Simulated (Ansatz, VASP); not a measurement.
## Two plane-wave programs on MoS2

INCAR

```
PREC     = Accurate       # precision mode
ENCUT    = 520            # plane-wave cutoff, eV
EDIFF    = 1E-6           # SCF threshold, eV
ISMEAR   = 0              # smearing method
SIGMA    = 0.1            # smearing width, eV
LREAL    = False          # projectors in reciprocal space
LASPH    = True           # aspherical terms in the spheres
NELM     = 100            # most SCF steps
ALGO     = Fast           # electronic algorithm
ISIF     = 2              # what is computed and relaxed
LWAVE    = False          # write WAVECAR
LCHARG   = False          # write CHGCAR
LDIPOL   = True         
IDIPOL   = 3            
DIPOL    = 0.5 0.5 0.500
GGA      = PE             # functional
IVDW     = 12             # dispersion correction
NBANDS   = 49             # bands
```

KPOINTS

```
regular mesh
0
Gamma
  6 6 1
```

The input POSCAR:

```
MoS2
1.0
    3.1491697232      0.0000000000      0.0000000000
   -1.5745848616      2.7272609811      0.0000000000
    0.0000000000      0.0000000000     56.4427219317
S Mo
6 3
Direct
    0.3333333333      0.6666666667      0.3651609947
    0.3333333333      0.6666666667      0.4206421834
    0.6666666667      0.3333333333      0.4722594056
    0.6666666667      0.3333333333      0.5277405944
    0.3333333333      0.6666666667      0.5793578166
    0.3333333333      0.6666666667      0.6348390053
    0.6666666667      0.3333333333      0.3929015891
    0.3333333333      0.6666666667      0.5000000000
    0.6666666667      0.3333333333      0.6070984109
```

Input for Ansatz:

```yaml
crystal:
  lattice:
    - [3.1491697142, 0.0, 0.0]
    - [-1.5745848571, 2.7272609733, 0.0]
    - [0.0, 0.0, 56.442722062]
  atoms:
    - { symbol: S, position: [0.3333333333, 0.6666666667, 0.3651609944] }
    - { symbol: Mo, position: [0.6666666667, 0.3333333333, 0.3929015887] }
    - { symbol: S, position: [0.3333333333, 0.6666666667, 0.420642183] }
    - { symbol: S, position: [0.6666666667, 0.3333333333, 0.4722594057] }
    - { symbol: Mo, position: [0.3333333333, 0.6666666667, 0.5] }
    - { symbol: S, position: [0.6666666667, 0.3333333333, 0.5277405943] }
    - { symbol: S, position: [0.3333333333, 0.6666666667, 0.579357817] }
    - { symbol: Mo, position: [0.6666666667, 0.3333333333, 0.6070984113] }
    - { symbol: S, position: [0.3333333333, 0.6666666667, 0.6348390056] }
  periodic: [true, true, false]
basis:
  ecutwfc: 420
kpoints:
  mp_grid: { grid: [6, 6, 1] }
hamiltonian:
  xc: pbe
  dispersion: d3bj
scf:
  occupations: { method: gaussian, width: 0.1 }
output:
  forces: true
  stress: true
  eigenvalues: true
```

Alike in both runs: task single point; functional PBE; dispersion D3(BJ); k mesh 6 × 6 × 1; occupations gaussian, width 0.1 eV; no spin polarisation.

```csv
,VASP,Ansatz
version,VASP 6.6.1,Ansatz 0.2.0
potentials or method,"VASP PAW PBE potentials, release 64 (S, Mo_sv)","scalar-relativistic, plane waves, PAW"
plane-wave cutoff (eV),520,420
valence electrons in the cell,78,78
```

```csv
,VASP,Ansatz,Ansatz less VASP
gap on the k mesh at the Fermi level (eV),1.02,1.00,-0.015
least direct gap on the mesh (eV),1.73,1.73,-0.004
rms of the force components (eV/Å),0.013,0.017,+0.0041
```

As with any semilocal functional, this PBE gap is likely too small.
